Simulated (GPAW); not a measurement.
# Ni (Fm-3m) in GPAW: convergence with plane-wave cutoff (eV)

Aim: find how far plane-wave cutoff (eV) must go before the results for Ni settle, at PBE. This setting moves, with any that are tied to it; all else stays.

All numbers are computed with GPAW 26.7.0; they aren't measurements. Logs are shortened: lines on timing, memory, paths and dates and some standing lists are left out, and cuts for length are marked. The log counts tension as positive stress, the text compression.

**1. The crystal as given**

The structure is cubic, space group Fm-3m (No. 225). Conventional cell: a = 3.475 Å, b = 3.475 Å, c = 3.475 Å, α = 90.00°, β = 90.00°, γ = 90.00°. Ni (site symmetry m-3m) is surrounded by 12 Ni at 2.46 Å.

**2. With plane-wave cutoff (eV) 240**

run.py reads:

```python
import numpy as np
from ase import Atoms
from ase.dft.bandgap import bandgap
from ase.io import write
from ase.units import GPa
from gpaw import GPAW, PW
from gpaw.hyperfine import hyperfine_parameters

atoms = Atoms(['Ni'],
              cell=[[0.0, 1.737572933, 1.737572933],
                    [1.737572933, 0.0, 1.737572933],
                    [1.737572933, 1.737572933, 0.0]],
              scaled_positions=[[0.0, 0.0, 0.0]],
              pbc=True)
atoms.set_initial_magnetic_moments([1.0])

calc = GPAW(mode=PW(240),
            xc='PBE',
            kpts={'size': (13, 13, 13), 'gamma': True},
            occupations={'name': 'fermi-dirac', 'width': 0.05},
            setups={'Ni': 'v3'},
            nbands=-9,
            convergence={'density': 1e-05, 'energy': 1e-05},
            maxiter=150,
            txt='gpaw.txt')
atoms.calc = calc
energy = atoms.get_potential_energy()
forces = atoms.get_forces()
stress = atoms.get_stress()
calc.write('gs.gpw')
write('result.traj', atoms)
print(f'Energy: {energy:.6f} eV')
print('Forces (eV/A):')
print(forces.round(4))
print('Stress (GPa):', (stress / GPa).round(3))
print('Moments:', calc.get_magnetic_moments().round(3))
print('Fermi level:', round(calc.get_fermi_level(), 4), 'eV')
print(f'Gap: {bandgap(calc)[0]:.4f} eV, direct: {bandgap(calc, direct=True)[0]:.4f} eV')

mu_N = 3.15245125e-8  # eV/T
for core in (False, True):
    try:
        A = hyperfine_parameters(calc, exclude_core=not core)
    except AssertionError:
        print('The core levels were not found')
        break
    for a, A_vv in zip(atoms, A):
        iso = np.trace(A_vv) / 3
        dip = np.linalg.eigvalsh(A_vv - iso * np.eye(3))
        print('with core' if core else 'valence', a.symbol, f'contact field {iso / (2 * mu_N):.3f} T, dipolar',
              *(dip / (2 * mu_N)).round(3), 'T')
```

Potentials or basis: GPAW PAW data sets (gpaw-data 1.2.1), newer versions, pw.

Launch:

```sh
OMP_NUM_THREADS=1 python run.py
```

gpaw.txt:

```text
__  _  _
 | _ |_)|_||  |
 |__||  | ||/\| - 26.7.0

Input parameters:
  mode=PW(ecut=240.0),
  convergence={'density': 1e-05, 'energy': 1e-05},
  kpts=MonkhorstPack(size=(13, 13, 13), gamma=True),
  maxiter=150,
  nbands=-9,
  occupations=Occupations(name='fermi-dirac', width=0.05),
  setups={'Ni': 'v3'},
  xc=XC(name='PBE')

Diagonalizing LCAO Hamiltonian
Converting LCAO to pw mode

       Ni

Atoms  # Å, Bohr magnetons
|   | symbol |        x |        y |        z |    initial magnetic moments |
|---|--------|----------|----------|----------|-----------------------------|
| 0 |     Ni | 0.000000 | 0.000000 | 0.000000 | ( 0.0000,  0.0000,  1.0000) |

Unit cell  # Å
| periodic |        x |        y |        z |  lengths |    angles |
|----------|----------|----------|----------|----------|-----------|
|      yes | 0.000000 | 1.737573 | 1.737573 | 2.457299 | 60.000000 |
|      yes | 1.737573 | 0.000000 | 1.737573 | 2.457299 | 60.000000 |
|      yes | 1.737573 | 1.737573 | 0.000000 | 2.457299 | 60.000000 |

Number of symmetries: 48
Symmetry operations  # r_c * U_cc + t_c -> r_c
|    | kind |            matrix            |
|----|------|------------------------------|
|  0 |  σ   |  1, 0, 0,  1, 0,-1,  1,-1, 0 |
|  1 |  C2  |  1, 0, 0,  1,-1, 0,  1, 0,-1 |
|  2 |  E   |  1, 0, 0,  0, 1, 0,  0, 0, 1 |
|  3 |  σ   |  1, 0, 0,  0, 0, 1,  0, 1, 0 |
|  4 |  C4  |  1, 0,-1,  1, 0, 0,  1,-1, 0 |
|  5 |  S6  |  1, 0,-1,  1,-1, 0,  1, 0, 0 |
|  6 |  σ   |  1, 0,-1,  0, 1,-1,  0, 0,-1 |
|  7 |  C3  |  1, 0,-1,  0, 0,-1,  0, 1,-1 |
|  8 |  S6  |  1,-1, 0,  1, 0, 0,  1, 0,-1 |
|  9 |  C4  |  1,-1, 0,  1, 0,-1,  1, 0, 0 |
| 10 |  C3  |  1,-1, 0,  0,-1, 1,  0,-1, 0 |
| 11 |  σ   |  1,-1, 0,  0,-1, 0,  0,-1, 1 |
| 12 |  σ   |  0, 1, 0,  1, 0, 0,  0, 0, 1 |
| 13 |  C4  |  0, 1, 0,  0, 1,-1, -1, 1, 0 |
| 14 |  C3  |  0, 1, 0,  0, 0, 1,  1, 0, 0 |
| 15 |  S6  |  0, 1, 0, -1, 1, 0,  0, 1,-1 |
[... 134 lines left out ...]
convergence criteria:
- Maximum integral of absolute [dens]ity change: 1e-05 electrons / valence electron
- Maximum [total energy] change in last 3 cyles: 1e-05 eV / valence electron
- Maximum integral of absolute [eigenst]ate change: 4e-08 eV^2 / valence electron
maximum number of iterations: 150

SCF iterations
|iter     | |      energy | eigst |  dens |  magmom |
|---------|-|-------------|-------|-------|---------|
|iter:   1| |   -5.088404 | -0.79 |       |  +1.0009|
|iter:   2| |   -5.089580 | -3.72 | -1.57 |  +0.9848|
|iter:   3| |   -5.156841 | -4.04 | -1.60 |  +0.7768|
|iter:   4| |   -5.170974 | -4.27 | -1.87 |  +0.6348|
|iter:   5| |   -5.171149 | -6.27 | -3.01 |  +0.6212|
|iter:   6| |   -5.171137c| -6.32 | -3.12 |  +0.6213|
|iter:   7| |   -5.171144c| -8.10c| -4.11 |  +0.6217|
|iter:   8| |   -5.171152c| -7.72c| -4.34 |  +0.6217|
|iter:   9| |   -5.171153c| -7.95c| -5.12c|  +0.6217|

Converged in 9 steps
Energy contributions relative to reference atoms: (reference = -41375.687342)

Energy contributions:
  Kinetic:           5.818794
  Coulomb:          -1.574929
  Zero:             -0.222512
  External:          0.000000
  Xc:               -9.186058
  Entropy:          -0.012896
  Spinorbit:         0.000000
  ----------------------------
  Free energy:      -5.177601
  Extrapolated:     -5.171153

dipole moment: (-10.324722, -10.324722, -10.324722)  # |e|*Ang

Total magnetic moment: (0.000000, 0.000000, 0.621658)

Local magnetic moments
|        x |        y |        z |
|----------|----------|----------|
| 0.000000 | 0.000000 | 0.670257 |  # Ni   0

Fermi level: 10.614
Eigenvalues  # (at kpt = [0.000, 0.000, 0.000])
| band index |      eig [eV] | occ [0-1] |      eig [eV] | occ [0-1] |
|------------|---------------|-----------|---------------|-----------|
|          0 |       -93.239 |     1.000 |       -92.411 |     1.000 |
|        ... |               |           |               |           |
|          2 |       -53.313 |     1.000 |       -52.504 |     1.000 |
|          3 |       -53.313 |     1.000 |       -52.504 |     1.000 |
|          4 |         1.339 |     1.000 |         1.299 |     1.000 |
|          5 |         8.145 |     1.000 |         8.890 |     1.000 |
|          6 |         8.145 |     1.000 |         8.890 |     1.000 |
|          7 |         8.145 |     1.000 |         8.890 |     1.000 |
[... 8 lines left out ...]
|         16 |        41.496 |     0.000 |        41.625 |     0.000 |
|         17 |        44.592 |     0.000 |        44.469 |     0.000 |

No gap
No difference between direct/indirect transitions

Forces  # eV/Ang
|       x |       y |       z |
|---------|---------|---------|
| 0.00000 | 0.00000 | 0.00000 |  # Ni   0

Stress tensor  # eV/Ang^3
|         x |         y |         z |
|-----------|-----------|-----------|
|  1.292694 |  0.000000 | -0.000000 |
|  0.000000 |  1.292694 | -0.000000 |
| -0.000000 | -0.000000 |  1.292694 |

# Writing to gs.gpw (mode='')
```

stdout:

```text
Energy: -5.171153 eV
Forces (eV/A):
[[0. 0. 0.]]
Stress (GPa): [207.112 207.112 207.112  -0.     -0.      0.   ]
Moments: [0.67]
Fermi level: 10.6138 eV
Gap: 0.0000 eV, direct: 0.0000 eV
valence Ni contact field 9.069 T, dipolar -0.0 -0.0 0.0 T
with core Ni contact field -11.634 T, dipolar -0.0 -0.0 0.0 T
```

Run time: 9 s. Hardware: 1 thread of Intel Xeon 6975P-C (Granite Rapids), shared host; peak memory 0.12 GiB.

What came out:

```yaml
Free_energy: -5.1776 eV
Pressure: -207.1 GPa
Band_gap_on_the_k_mesh: none (metal or under the smearing width)
Net_moment: 0.62 μB per cell
Site_moments: Ni +0.67 μB
```

**3. With plane-wave cutoff (eV) 300**

Edit run.py of step 2 so:

```diff
@@ -16,3 +16,3 @@
 
-calc = GPAW(mode=PW(240),
+calc = GPAW(mode=PW(300),
             xc='PBE',
```

Potentials or basis: GPAW PAW data sets (gpaw-data 1.2.1), newer versions, pw.

Launch:

```sh
OMP_NUM_THREADS=1 python run.py
```

Run time: 17 s. Hardware: 1 thread of Intel Xeon 6975P-C (Granite Rapids), shared host; peak memory 0.13 GiB.

What came out:

```yaml
Free_energy: -6.6819 eV
Pressure: 2.0 GPa
Band_gap_on_the_k_mesh: none (metal or under the smearing width)
Net_moment: 0.63 μB per cell
Site_moments: Ni +0.68 μB
```

**4. With plane-wave cutoff (eV) 370**

Edit run.py of step 3 so:

```diff
@@ -16,3 +16,3 @@
 
-calc = GPAW(mode=PW(300),
+calc = GPAW(mode=PW(370),
             xc='PBE',
```

Launch:

```sh
OMP_NUM_THREADS=1 python run.py
```

It took 12 s on 1 thread of Intel Xeon 6975P-C (Granite Rapids), shared host; peak memory 0.13 GiB.

Results:

```yaml
Free_energy: -6.8046 eV
Pressure: -0.5 GPa
Band_gap_on_the_k_mesh: none (metal or under the smearing width)
Net_moment: 0.63 μB per cell
Site_moments: Ni +0.68 μB
```

**5. With plane-wave cutoff (eV) 450**

Edit run.py of step 4 so:

```diff
@@ -16,3 +16,3 @@
 
-calc = GPAW(mode=PW(370),
+calc = GPAW(mode=PW(450),
             xc='PBE',
```

Launch:

```sh
OMP_NUM_THREADS=1 python run.py
```

Run time: 15 s. Hardware: 1 thread of Intel Xeon 6975P-C (Granite Rapids), shared host; peak memory 0.14 GiB.

Results (log left out):

```yaml
Free_energy: -6.9852 eV
Pressure: 0.1 GPa
Band_gap_on_the_k_mesh: none (metal or under the smearing width)
Net_moment: 0.63 μB per cell
Site_moments: Ni +0.68 μB
```

**6. With plane-wave cutoff (eV) 530**

Edit run.py of step 5 so:

```diff
@@ -16,3 +16,3 @@
 
-calc = GPAW(mode=PW(450),
+calc = GPAW(mode=PW(530),
             xc='PBE',
```

Potentials or basis: GPAW PAW data sets (gpaw-data 1.2.1), newer versions, pw.

Launch:

```sh
OMP_NUM_THREADS=1 python run.py
```

It took 18 s on 1 thread of Intel Xeon 6975P-C (Granite Rapids), shared host; peak memory 0.15 GiB.

The run converged. Its results:

```
Free energy            : -7.0738 eV
Pressure               : 5.7 GPa
Band gap on the k mesh : none (metal or under the smearing width)
Net moment             : 0.63 μB per cell
Site moments           : Ni +0.68 μB
```

**7. With plane-wave cutoff (eV) 600**

Edit run.py of step 6 so:

```diff
@@ -16,3 +16,3 @@
 
-calc = GPAW(mode=PW(530),
+calc = GPAW(mode=PW(600),
             xc='PBE',
```

Launch:

```sh
OMP_NUM_THREADS=1 python run.py
```

Wall time 17 s (1 thread of Intel Xeon 6975P-C (Granite Rapids), shared host); peak memory 0.15 GiB.

Results (log left out):

```yaml
Free_energy: -7.0893 eV
Pressure: 8.0 GPa
Band_gap_on_the_k_mesh: none (metal or under the smearing width)
Net_moment: 0.63 μB per cell
Site_moments: Ni +0.68 μB
```

**8. With plane-wave cutoff (eV) 720**

Edit run.py of step 7 so:

```diff
@@ -16,3 +16,3 @@
 
-calc = GPAW(mode=PW(600),
+calc = GPAW(mode=PW(720),
             xc='PBE',
```

Launch:

```sh
OMP_NUM_THREADS=1 python run.py
```

It took 20 s on 1 thread of Intel Xeon 6975P-C (Granite Rapids), shared host; peak memory 0.16 GiB.

It converged, with:

| Property | Result |
| --- | --- |
| Free energy | -7.0943 eV |
| Pressure | 7.8 GPa |
| Band gap on the k mesh | none (metal or under the smearing width) |
| Net moment | 0.63 μB per cell |
| Site moments | Ni +0.68 μB |

**9. Result**

| plane-wave cutoff (eV) | energy less the tightest run, at zero smearing (meV/atom) | pressure (GPa) | largest site moment (μB) | SCF cycles | CPU time (s) | peak memory (GiB) |
| --- | --- | --- | --- | --- | --- | --- |
| 240 | 1916.93 | -207.11 | 0.67 | 9 | 9 | 0.12 |
| 300 | 412.46 | 1.99 | 0.68 | 17 | 17 | 0.13 |
| 370 | 289.68 | -0.48 | 0.68 | 10 | 12 | 0.13 |
| 450 | 109.10 | 0.09 | 0.68 | 11 | 15 | 0.14 |
| 530 | 20.52 | 5.73 | 0.68 | 13 | 18 | 0.15 |
| 600 | 4.96 | 7.97 | 0.68 | 12 | 17 | 0.15 |
| 720 | 0.00 | 7.83 | 0.68 | 12 | 20 | 0.16 |

Against the tightest run, the largest site moment stays within 0.02 μB from 240 on. Not settled before the last step: the energy (to 1 meV/atom), the pressure (to 0.1 GPa). The tightest run that finished is the yardstick and may itself not be fully converged.

Caveats: the dipolar part lacks the spin inside other atoms' spheres.
